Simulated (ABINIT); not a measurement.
Input of an ABINIT 10.8.3 (patched build) run:

run.abi

```
ndtset 7
getwfk -1
scalecart1 3*0.9795861087
scalecart2 3*0.9864848297
scalecart3 3*0.9932883884
scalecart4 3*1.0000000000
scalecart5 3*1.0066227096
scalecart6 3*1.0131594038
scalecart7 3*1.0196128224

pp_dirpath "./"
pseudos "Sb.GGA_PBE-JTH.xml"

acell 3.3534433337 3.3534433337 3.3534433337 Angstrom
rprim
     0.0000000000     0.7071067812     0.7071067812
     0.7071067812     0.0000000000     0.7071067812
     0.7071067812     0.7071067812     0.0000000000
ntypat 1
znucl 51
natom 1
typat 1
xred
     0.0000000000     0.0000000000     0.0000000000

ecut 19.0
pawecutdg 38.0
pawxcdev 0

kptopt 1
ngkpt 10 10 10
nshiftk 1
shiftk 0.0 0.0 0.0

ixc -106131

nband 12
occopt 3
tsmear 0.05 eV

nstep 100
tolvrs 1.0e-9

iomode 3
prtwf 1
prtden 0
prteig 0
prtebands 0
enunit 1
```

Potentials or basis: JTH PAW PBE v2.0.

Command:

```bash
$ abinit run.abi > log 2>&1
```

Problem. What does it give for the bulk modulus?

Solution. 50 GPa (rough).

Problem. What does it give for the equilibrium volume?

Solution. 30.15 Å³/atom (rough: see the caveat).

Energy against volume, from the lowest point:
```csv
volume (Å³/atom),energy (meV/atom)
25.066,157.81
25.599,117.96
26.133,84.12
26.666,55.87
27.199,32.65
27.733,14.23
28.266,0.00
```

Caveat: pressures at fixed basis lie under the slope of the energies; the minimum lies outside the volumes run; the PAW data sets were made with another functional, which shifts forces and pressure a little. Spin-orbit coupling is left out, which matters for the levels of Sb.
